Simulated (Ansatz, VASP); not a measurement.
# AlN: VASP beside Ansatz, part 2 of 3

Aim: how closely do two programs agree when they are given the same cell, functional and k mesh? The cell is taken from a series of VASP runs on this material, whose earlier steps may have relaxed, scaled or displaced it; both programs get it as it stands.

VASP 6.6.1 and Ansatz 0.2.0.

So far: The structure; VASP: band structure, HSE06.

**3. Ansatz: band structure, HSE06**

Level of this step: Ansatz beside VASP: Kohn-Sham DFT, plane waves, HSE06 (Ansatz).

Ansatz runs on its default PAW (the set named soft_2) files.

The same cell, functional, mesh and smearing now go to Ansatz, which takes its cutoff from its data sets.

input.yaml reads:

```yaml
crystal:
  lattice:
    - [3.081, 0.0, 0.0]
    - [-1.5405, 2.6682242691, 0.0]
    - [0.0, 0.0, 5.031]
  atoms:
    - { symbol: Al, position: [0.6666666667, 0.3333333333, 0.5018479882] }
    - { symbol: Al, position: [0.3333333333, 0.6666666667, 0.0018479882] }
    - { symbol: "N", position: [0.6666666667, 0.3333333333, 0.8801520118] }
    - { symbol: "N", position: [0.3333333333, 0.6666666667, 0.3801520118] }
hamiltonian:
  xc: { exchange: pbe, correlation: pbe, exx: { coeff: 0.25, omega: 0.2 } }
  pseudopotentials: { kind: paw }
kpoints:
  mp_grid: { grid: [5, 5, 3] }
  band_path:
    path:
      - [0.0, 0.0, 0.0]
      - [0.44444, 0.0, 0.0]
      - [0.38889, 0.22222, 0.0]
      - [0.18519, 0.18519, 0.0]
      - [0.0, 0.0, 0.11111]
      - [0.0, 0.0, 0.5]
      - [0.44444, 0.0, 0.5]
      - [0.38889, 0.22222, 0.5]
      - [0.18519, 0.18519, 0.5]
      - [0.5, 0.0, 0.38889]
      - [0.33333, 0.33333, 0.0]
      - [0.33333, 0.33333, 0.5]
    npoints: 1
scf:
  occupations: { method: gaussian, width: 0.03 }
  n_extra_bands: 8
output:
  forces: true
  stress: true
  eigenvalues: true
```

Command:

```bash
$ ansatz run input.yaml --threads 4 --pin off --max-ram 9216MiB --backend cpu --events-out ev --progress --plain --runs-dir out
```

Numbers of over 12 decimals in the logs are rounded to 6 here.

What it wrote:

```text
Warning: output.stress: scf.convergence.dr2_threshold = 1e-7 eV (the SCF's general default) is looser than the 4e-10 eV advised for a printed stress (1e-10 eV for each atom of the cell: 4). What an SCF threshold leaves in a stress goes as its square root, and in the free energy as the threshold itself, and one threshold admits the most on a small cell: [figures from the program's tests cut] Set scf.convergence.dr2_threshold to 4e-10 eV or tighter. The threshold is an SCF's pass mark: one that does not reach it within its budget of iterations ends unconverged, or closes short of it on a stop that the run arms, and scf.convergence.dr2_threshold's page says what that costs each kind of run
Warning: output.stress: scf.exx.energy_threshold = 1e-6 eV is looser than the 4e-8 eV advised for a stress under a hybrid functional (1e-8 eV for each atom of the cell: 4). Every SCF of the exchange loop can meet its threshold on dr2 while the loop round them stops early: no threshold on dr2 bounds what that leaves in the stress. Set scf.exx.energy_threshold to 4e-8 eV or tighter. The threshold is the loop's pass mark: a loop that does not reach it within its budget of cycles ends unconverged, and scf.exx.energy_threshold's page has the law
scf.n_extra_bands = 8 over 8 filled bands (N_el = 16.0): the run solves 16 bands
Engine: ansatz 0.2.0, x86_64-unknown-linux-gnu
Pseudopotentials: kind: paw
Pseudopotential: Al, paw, valence charge 3, recommended cutoff 420 eV (normal), Al.paw.azcp
Pseudopotential: N, paw, valence charge 5, recommended cutoff 420 eV (normal), N.paw.azcp
Functional definition: unnamed
  parameter a_1 = 0.25
  parameter omega_1 = 0.2/angstrom
  exchange = pbe_x + (-a_1)*pbe_x_sr(omega_1) + a_1*exact_x_sr(omega_1)
  correlation = pbe_c
Crystal: 4 atoms, lattice volume = 41.359 Å³
Basis set: ecut = 420 eV, 785 PW (Γ), exchange–correlation on 48×48×72 points (8 copies of the dense FFT grid, shifted against one another)
Bands: 16, of which v1, the nominal top of the filled ones, is band 8 counted from 1 (7 counted from 0)
Symmetry: 12 space group operations
Space group: P63mc (ITA 186), of the structure as read, at distance tolerance 3.5e-5 Å
k-points: 10 of 75 (time reversal used)
Non-local potential: Al, projectors of the file, l = 0: 2, l = 1: 2, l = 2: 1
Non-local potential: N, projectors of the file, l = 0: 2, l = 1: 2, l = 2: 1
PAW form: soft (Blöchl's): semilocal exchange-correlation on the pseudo side does not see the compensation charge
PAW frozen core: Al, regenerated for the run's functional, and the local potential with it (the file was generated under x = pbe(κ = 0.804, μ = 0.219515), c = pbe(β = 0.066725))
PAW frozen core: N, regenerated for the run's functional, and the local potential with it (the file was generated under x = pbe(κ = 0.804, μ = 0.219515), c = pbe(β = 0.066725))
PAW one-centre angular grid: Al, 110 points (default); XC on 64 Gauss nodes
PAW one-centre angular grid: N, 110 points (default); XC on 64 Gauss nodes
Initial density: superposition of atomic densities (neutral atoms: chi_scale 0, normalization atom), corrected by the library's trained network
Initial wavefunctions: pseudopotential atomic-orbital guess
Functional: x = pbe(κ = 0.804, μ = 0.219515), c = pbe(β = 0.066725), warm-up for x = pbe(κ = 0.804, μ = 0.219515) + 0.25 (exact − pbe) at short range (hse, ω = 0.2 Å⁻¹), c = pbe(β = 0.066725)
SCF iter   1: F=—  HF=-1848.456022 eV  |F-HF|=—  |Δ(HF+E_count)|=         —  Δρ=8.08e-4  dr2=1.17e-4  ethr=1.77e-3  ⟨swp⟩=2.0  Hψ=1143  notcnv=0
preconditioner: auto → none  [insulator: Δε(μ)=4.371 eV  Ē_g=15.492 eV  σ=0.030 eV  W_gap=1.00  n_scr=2 (ndim 8)  ℏωp=23.1 eV  f_vac=0.000  D(μ)=0.00/eV (n_scr^D=0)]
SCF iter   2: F=-1848.456288 eV  HF=-1848.456217 eV  |F-HF|=7.12e-5  |Δ(HF+E_count)|=   1.95e-4  Δρ=3.94e-4  dr2=2.35e-5  ethr=7.30e-7  ⟨swp⟩=4.3  Hψ=339  notcnv=0  defer=7
SCF 1 stopped early in 2 iterations: F = -1848.456288 eV  dr2 = 2.35e-5
  greatest PAW one-centre occupation: 0.788 electrons in one spin orbital (limit 2), on the N atom at site 3 (counted from 0), in its partial waves of l = 0
Initial density: handed on by an earlier stage of this run
Initial wavefunctions: those handed on with the density
Functional: x = pbe(κ = 0.804, μ = 0.219515) + 0.25 (exact − pbe) at short range (hse, ω = 0.2 Å⁻¹), c = pbe(β = 0.066725)
Exchange kernel: α = 0.2500, screened, ω = 0.2000 Å⁻¹, Wigner–Seitz truncation, v(0) = 1102.5067 eV·Å³, q-mesh 5×5×3, nearest image of the exchange supercell L = 15.09 Å, pair-density grid 15×15×24, without the augmentation charges, whose exchange is taken in its separable form by FFT convolution over the k-point mesh (sized by the pseudopotential files, 18×18×36 at the most), smooth part of the exact exchange by density-matrix convolution
Frozen-core exchange: fock
SCF iter   1: F=—  HF=-1849.412997 eV  |F-HF|=—  |Δ(HF+E_count)|=         —  Δρ=6.25e-3  dr2=7.72e-3  ethr=1.47e-6  ⟨swp⟩=8.5  Hψ=882  notcnv=0
preconditioner: auto → none  [insulator: Δε(μ)=5.720 eV  Ē_g=17.660 eV  σ=0.030 eV  W_gap=1.00  n_scr=2 (ndim 8)  ℏωp=23.1 eV  f_vac=0.000  D(μ)=0.00/eV (n_scr^D=0)]
SCF iter   2: F=—  HF=-1849.410146 eV  |F-HF|=—  |Δ(HF+E_count)|=   2.85e-3  Δρ=2.84e-3  dr2=2.16e-3  ethr=1.47e-6  ⟨swp⟩=3.1  Hψ=383  notcnv=0
iter 3 solved again at ethr=8.43e-9 eV; its pass at ethr=1.47e-6 eV (dr2=1.35e-6 eV) is discarded
SCF iter   3: F=—  HF=-1849.409455 eV  |F-HF|=—  |Δ(HF+E_count)|=   6.91e-4  Δρ=6.46e-5  dr2=4.76e-4  ethr=8.43e-9  ⟨swp⟩=3.4  Hψ=738  notcnv=0
SCF iter   4: F=—  HF=-1849.414333 eV  |F-HF|=—  |Δ(HF+E_count)|=   4.88e-3  Δρ=5.21e-4  dr2=6.77e-5  ethr=8.17e-9  ⟨swp⟩=5.1  Hψ=666  notcnv=0  defer=1
SCF iter   5: F=—  HF=-1849.414320 eV  |F-HF|=—  |Δ(HF+E_count)|=   1.39e-5  Δρ=1.10e-4  dr2=8.94e-6  ethr=8.17e-9  ⟨swp⟩=4.1  Hψ=399  notcnv=0
SCF iter   6: F=-1849.414364 eV  HF=-1849.414364 eV  |F-HF|=6.20e-7  |Δ(HF+E_count)|=   4.41e-5  Δρ=5.69e-5  dr2=1.24e-6  ethr=8.17e-9  ⟨swp⟩=4.1  Hψ=376  notcnv=0  defer=1
SCF 2 stopped early in 6 iterations: F = -1849.414364 eV  dr2 = 1.24e-6
  Residual-converged pass: ⟨swp⟩=3.0  Hψ=315  notcnv=0  max |occ|·‖R‖ = 5.6e-6 eV (tolerance 6.7e-6 eV)  dr2=1.24e-6  dr2_onsite=7.66e-8  max |Δocc| = 0.0e0
  greatest PAW one-centre occupation: 0.789 electrons in one spin orbital (limit 2), on the N atom at site 3 (counted from 0), in its partial waves of l = 0
hybrid outer 1: dexx = +5.423e-3 eV, tail = 9.21e-6 eV
Exchange kernel: α = 0.2500, screened, ω = 0.2000 Å⁻¹, Wigner–Seitz truncation, v(0) = 1102.5067 eV·Å³, q-mesh 5×5×3, nearest image of the exchange supercell L = 15.09 Å, pair-density grid 15×15×24, without the augmentation charges, whose exchange is taken in its separable form by FFT convolution over the k-point mesh (sized by the pseudopotential files, 18×18×36 at the most), smooth part of the exact exchange by density-matrix convolution
Frozen-core exchange: fock
SCF iter   1: F=—  HF=-1849.414363 eV  |F-HF|=—  |Δ(HF+E_count)|=         —  Δρ=2.11e-5  dr2=1.01e-7  ethr=2.88e-7  ⟨swp⟩=4.9  Hψ=391  notcnv=0
preconditioner: auto → none  [insulator: Δε(μ)=5.771 eV  Ē_g=17.665 eV  σ=0.030 eV  W_gap=1.00  n_scr=2 (ndim 8)  ℏωp=23.1 eV  f_vac=0.000  D(μ)=0.00/eV (n_scr^D=0)]
SCF iter   2: F=—  HF=-1849.414363 eV  |F-HF|=—  |Δ(HF+E_count)|=   6.85e-8  Δρ=8.26e-6  dr2=2.14e-8  ethr=5.67e-10  ⟨swp⟩=4.0  Hψ=346  notcnv=0
SCF iter   3: F=-1849.414363 eV  HF=-1849.414363 eV  |F-HF|=1.93e-9  |Δ(HF+E_count)|=   6.58e-8  Δρ=3.09e-6  dr2=2.57e-9  ethr=6.41e-11  ⟨swp⟩=3.8  Hψ=408  notcnv=0  defer=2
SCF 3 converged in 3 iterations: F = -1849.414363 eV  dr2 = 2.57e-9
  Residual-converged pass: ⟨swp⟩=3.0  Hψ=320  notcnv=0  max |occ|·‖R‖ = 3.2e-7 eV (tolerance 6.3e-7 eV)  dr2=2.56e-9  dr2_onsite=6.87e-10  max |Δocc| = 0.0e0
hybrid outer 2: dexx = +8.029e-8 eV, tail = 8.10e-9 eV, Δε = 1.52e-3 eV (about 5.62e-5 eV left of the loop's levels), ΔF = 4.16e-4 eV/Å (tail 2.06e-4)
NSCF: frozen V_eff on 12 k-points
hybrid SCF converged: 2 outer / 9 inner (+2 warm-up), last move |dexx| = 8.03e-8 eV, tail = 8.10e-9 eV
Stability not checked: this state was not tested for a lower state beside it, because the functional holds exact exchange (a hybrid, or Hartree-Fock), whose exchange loop this test does not read (fock_operator; see scf.lower_state_search)
Free energy (F): -1849.414363 eV
Frozen-core exchange: fock
Harris-Foulkes:  -1849.414363 eV  (|F-HF|=1.93e-9)
Internal energy: -1849.414363 eV  (E = F + TS)
E sigma→0 (E₀):  -1849.414363 eV
Fermi energy:    9.091119 eV
--- Per-component energies (eV) ---
  E_band       = 8.945983
  E_kinetic    = 320.963461
  E_local      = -445.400687  (includes V_loc(G=0)·N_el)
  E_nonlocal   = 108.647905
  E_hartree    = 155.635808
  E_xc         = -165.174712
  E_vxc        = -173.957772  (∫ρ·V_xc dr)
  E_exx        = -36.194202  (= α·E_x^exact, valence–valence)
  E_paw        = -1193.900068  (= ΣΔE_a)
  E_vpaw       = -40.191149  (= ΣTr[D̂ρ^β])
  E_aug_tail   = 0.000193  (compensation charges beyond the density's cutoff)
  E_ewald      = -593.857955
  E_core_change = -0.134105  (= ΣΔE_core)
  E_smearing   = -0.000000  (= −TS)
  E_closure    = -0.000000  (closes the sum)
  Σ components = -1849.414363   (vs F -1849.414363, Δ=-2.27e-13)
--- Forces (eV/Å), atoms counted from 1 ---
  atom   1  Al     0.00000000     0.00000000    -0.01581289
  atom   2  Al     0.00000000    -0.00000000    -0.01581289
  atom   3  N      0.00000000    -0.00000000     0.01578511
  atom   4  N     -0.00000000     0.00000000     0.01578511
  max |Σ_I F_I| component: 5.56e-5 eV/Å
--- Stress (GPa, compression-positive) ---
        2.946581       0.000000       0.000000
        0.000000       2.946581       0.000000
        0.000000       0.000000      -3.293748
  P = ⅓ Tr σ = 0.8665 GPa (8.665 kbar)
--- Band table (eV; the first three rows and the last of 10) ---
  k-point 0: bands = [... 4 lower, 5.4785, 6.1365, 6.1365, 6.2057, 11.9766, 14.7752, 18.7570, 19.4009, ... 4 higher]
  k-point 1: bands = [... 4 lower, 5.6353, 5.6353, 5.9641, 5.9641, 13.5298, 14.8615, 18.2345, 19.1353, ... 4 higher]
  k-point 2: bands = [... 4 lower, 4.3208, 4.9113, 5.9565, 5.9825, 13.6377, 15.9373, 16.5606, 17.9535, ... 4 higher]
  k-point 9: bands = [... 4 lower, 2.6292, 3.5625, 4.6648, 5.2627, 13.5330, 14.9636, 16.6981, 16.9933, ... 4 higher]
```

It took 7.3 s on 4 threads of Intel Xeon 6975P-C (Granite Rapids), shared host; peak memory 0.65 GiB.

Reading the cycles: dr2 is the Hartree energy of the density residual (eV), the measure of convergence; HF is the Harris–Foulkes estimate of the energy, which meets the free energy F at convergence.

**4. Side by side**

Known differences besides the potentials themselves: exact exchange at q = 0 is treated differently, which shows on coarse meshes; VASP keeps PBE cores, Ansatz makes them for the functional; the cutoff is 420 eV in Ansatz and 460 eV in VASP; VASP takes a coarser grid for exact exchange (PRECFOCK = Fast). Total energies have different zeros and are not compared.

Both answers:

| quantity | Ansatz | VASP | difference |
| --- | --- | --- | --- |
| gap over the path points (eV) | 5.771 | 5.766 | +0.005 |

Levels at points of the path, from each program's valence-band top (eV; 4 filled, then empty):

| k (reciprocal lattice) | Ansatz | VASP |
| --- | --- | --- |
| 0.000 0.000 0.000 | -0.73 -0.07 -0.07 0.00 5.77 8.57 12.55 | -0.74 -0.07 -0.07 0.00 5.77 8.55 12.56 |
| 0.444 0.000 0.000 | -3.74 -2.04 -1.62 -0.62 7.27 7.52 9.96 | -3.77 -2.07 -1.63 -0.63 7.29 7.51 9.94 |
| 0.389 0.222 0.000 | -3.56 -3.03 -2.11 -1.99 6.63 9.55 11.06 | -3.60 -3.06 -2.12 -2.01 6.63 9.57 11.07 |
| 0.185 0.185 0.000 | -3.79 -1.93 -1.06 -0.74 8.52 8.82 10.28 | -3.82 -1.95 -1.07 -0.75 8.53 8.82 10.30 |
| 0.000 0.000 0.111 | -0.71 -0.29 -0.09 -0.09 6.01 8.60 12.46 | -0.72 -0.29 -0.09 -0.09 6.01 8.58 12.47 |
| 0.000 0.000 0.500 | -0.41 -0.41 -0.41 -0.41 8.25 8.25 12.16 | -0.41 -0.41 -0.41 -0.41 8.24 8.24 12.14 |
| 0.444 0.000 0.500 | -1.48 -1.48 -1.40 -1.40 6.83 6.83 11.05 | -1.49 -1.49 -1.42 -1.42 6.83 6.83 11.05 |
| 0.389 0.222 0.500 | -3.40 -3.40 -0.90 -0.90 8.12 8.12 10.42 | -3.42 -3.42 -0.92 -0.92 8.13 8.13 10.43 |
| 0.185 0.185 0.500 | -2.09 -2.09 -1.25 -1.25 8.19 8.19 11.44 | -2.10 -2.10 -1.26 -1.26 8.20 8.20 11.44 |
| 0.500 0.000 0.389 | -1.95 -1.66 -1.18 -1.17 6.41 7.20 10.72 | -1.97 -1.68 -1.19 -1.18 6.41 7.20 10.72 |

At this near-relaxed geometry the largest component of a force difference is 2 meV/Å. Among the levels compared at these points, filled levels agree within 40 meV and empty ones within 38 meV.

**5. Ansatz: band structure, r2SCAN-EpsX with an exact-exchange share of 0.222**

Levels along a path test the potential and the projectors away from the mesh points.

The cell is taken from a series of VASP runs on this material, whose earlier steps may have relaxed, scaled or displaced it; both programs get it as it stands.

input.yaml: that of step 3 with these lines changed.

```diff
@@ -11,3 +11,3 @@
 hamiltonian:
-  xc: { exchange: pbe, correlation: pbe, exx: { coeff: 0.25, omega: 0.2 } }
+  xc: { exchange: r2scan, correlation: r2scan, exx: { coeff: 0.222 } }
   pseudopotentials: { kind: paw }
```

What it wrote:

```text
[...]
Crystal: 4 atoms, lattice volume = 41.359 Å³
Basis set: ecut = 500 eV, 1087 PW (Γ), exchange–correlation on 96×96×160 points (64 copies of the dense FFT grid, shifted against one another)
Bands: 16, of which v1, the nominal top of the filled ones, is band 8 counted from 1 (7 counted from 0)
Symmetry: 12 space group operations
[...]
k-points: 10 of 75 (time reversal used)
[...]
--- Band table (eV; the first three rows and the last of 10) ---
  k-point 0: bands = [... 4 lower, 5.0720, 5.7347, 5.7347, 5.8077, 12.4965, 15.4238, 19.4634, 20.0752, ... 4 higher]
  k-point 1: bands = [... 4 lower, 5.2300, 5.2300, 5.5608, 5.5608, 14.0762, 15.4811, 18.9445, 19.8681, ... 4 higher]
  k-point 2: bands = [... 4 lower, 3.9168, 4.5007, 5.5566, 5.5803, 14.1878, 16.5908, 17.1835, 18.6384, ... 4 higher]
  k-point 9: bands = [... 4 lower, 2.2184, 3.1500, 4.2628, 4.8608, 14.0908, 15.5554, 17.3412, 17.6624, ... 4 higher]
[key lines of the parts left out:]
Free energy (F): -1856.276962 eV
Fermi energy:    9.152099 eV
P = ⅓ Tr σ = -1.4149 GPa (-14.149 kbar)
```

Run time: 11 s. Hardware: 4 threads; peak memory 0.8 GiB; 37 s of CPU time.

[end of part 2 of 3]

[Lines on the potential files, build, host, timing and source positions are cut from VASP's logs without a mark.]

[Logs are printed without paths, hosts, clocks, repeated set-up lines and the standing remarks that a program may print on its own settings, such as how far it seeks lower states.]

[Hosts, paths, dates, database ids (printed as entryN), source tags and the programs' standing remarks are cut or masked in the printed files.]
